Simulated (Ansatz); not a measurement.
An Ansatz run on wurtzite MgO left the output below. The cell was relaxed with r2SCAN and then strained (epitaxial -2.0 % in the xy plane, free normal strain +2.60 %), with the atoms relaxed again with r2SCAN; k points keep the names of the unstrained zone.

The cell given to it:
```xyz
4
Lattice="3.2225 0.0000 0.0000 -1.6112 2.7907 0.0000 0.0000 0.0000 5.1653" Properties=species:S:1:pos:R:3 pbc="T T T"
Mg    0.0000    1.8605   -0.0202
Mg    1.6112    0.9302    2.5625
O     0.0000    1.8605    1.9572
O     1.6112    0.9302    4.5399
```

Main lines of the log:
```
scf.n_extra_bands = 5 over 16 filled bands (N_el = 32.0): the run solves 21 bands
Functional definition: HSE06
Crystal: 4 atoms, lattice volume = 46.452 Å³
Basis set: ecut = 420 eV, 941 PW (Γ)
Bands: 21, of which v1, the nominal top of the filled ones, is band 16 counted from 1 (15 counted from 0)
Symmetry: 12 space group operations
Space group: P63mc (ITA 186)
k-points: 21 of 144 (time reversal used)
Exchange kernel: α = 0.2500, screened, ω = 0.2079 Å⁻¹, Wigner–Seitz truncation, v(0) = 1044.4060 eV·Å³, q-mesh 6×6×4
preconditioner: auto → none  [insulator: Δε(μ)=5.417 eV  ℏωp=21.8 eV]
hybrid outer 1: dexx = +7.626e-3 eV, tail = 7.02e-5 eV
hybrid outer 2: dexx = +2.586e-7 eV, tail = 2.55e-8 eV, Δε = 1.99e-3 eV, ΔF = 1.07e-4 eV/Å
hybrid SCF converged: 2 outer / 10 inner (+2 warm-up)
Free energy (F): -4988.301319 eV
Fermi energy:    3.739880 eV
--- Forces (eV/Å), atoms counted from 1 ---
  atom   1  Mg      0.00000      0.00000      0.00006
  atom   2  Mg      0.00000      0.00000      0.00006
  atom   3  O       0.00000      0.00000    -0.00011
  atom   4  O       0.00000      0.00000    -0.00011
--- Stress (GPa, compression-positive) ---
        3.876085       0.000000       0.000000
        0.000000       3.876085       0.000000
        0.000000       0.000000       0.024089
  P = ⅓ Tr σ = 2.5921 GPa (25.921 kbar)
--- Band table (eV; the first three rows and the last of 21) ---
  k-point 0: bands = […, 0.3612, 3.3191, 3.3191, 3.5889, 3.5889, 3.7399, 9.1637, 14.4230, 16.0178, 20.6832, …]
  k-point 1: bands = […, 0.7303, 3.0209, 3.3573, 3.3573, 3.5482, 3.5482, 10.0037, 13.3748, 17.0719, 20.7609, …]
  k-point 2: bands = […, 1.7325, 1.7325, 3.4514, 3.4514, 3.4514, 3.4514, 11.6781, 11.6781, 18.9093, 18.9093, …]
  k-point 20: bands = […, 1.2519, 1.2519, 1.6971, 1.6971, 3.4074, 3.4074, 14.2794, 14.2794, 15.8010, 15.8010, …]
```

bands.tsv, columns around the gap (it counts bands from 0):
```tsv
# k_distance	band_11	band_12	band_13	band_14	band_15	band_16	band_17	band_18	band_19
# fermi_ev = 3.739880
# [0, 0, 0] at k_distance = 0.000000
# [0.5, 0, 0] at k_distance = 1.125726
# [0.3333333333, 0.3333333333, 0] at k_distance = 1.775664
# [0, 0, 0.5] at k_distance = 3.210793
# [0.5, 0, 0.5] at k_distance = 4.336519
# [0.3333333333, 0.3333333333, 0.5] at k_distance = 4.986457
# levels_relative_to = fermi_ev
0.000	-0.421	-0.421	-0.151	-0.151	0.000	5.424	10.683	12.278	16.943
1.126	-2.255	-1.668	-1.001	-0.721	-0.331	9.845	9.977	11.438	12.940
1.776	-1.848	-1.848	-1.324	-1.098	-1.098	10.075	10.590	12.445	12.445
3.211	-2.007	-0.289	-0.289	-0.289	-0.289	7.938	7.938	15.169	15.169
4.337	-3.107	-0.683	-0.683	-0.675	-0.675	9.340	9.340	13.148	13.148
4.986	-2.488	-2.043	-2.043	-0.333	-0.333	10.540	10.540	12.061	12.061
```
In order the rows are Γ, M, K, A, L, H.

**Question.** Reconstruct the input.

**Answer.**
```yaml
crystal:
  # lattice and atoms as above
kpoints:
  mp_grid: { grid: [6, 6, 4] }
  band_path:
    path:
      - [0.0, 0.0, 0.0]
      - [0.5, 0.0, 0.0]
      - [0.3333333333, 0.3333333333, 0.0]
      - [0.0, 0.0, 0.5]
      - [0.5, 0.0, 0.5]
      - [0.3333333333, 0.3333333333, 0.5]
    npoints: 1
hamiltonian:
  xc: hse06
scf:
  occupations: { method: fixed }
  n_extra_bands: 5
output:
  forces: true
  stress: true
  eigenvalues: true
```
The exchange loop shows exact exchange. A single point prints forces and stress when the output block asks for them. Keys that only write grids to files are left aside. This is the file that was run, less any keys that only write grids; thresholds and some counts can't be read off the log exactly.

Wall time 33 s on 1 × NVIDIA H100 80GB HBM3 with 2 threads of AMD EPYC 7R13 Processor (Zen 3), on a shared host, load about 1.4 per core; peak host memory 1.9 GiB.

No spin polarisation. The prototype was imposed, so other structures may be more stable.

The stress of a hybrid is loosely converged in these runs.

The meshes of the hybrids are coarse, so their gaps aren't converged to the digits shown.
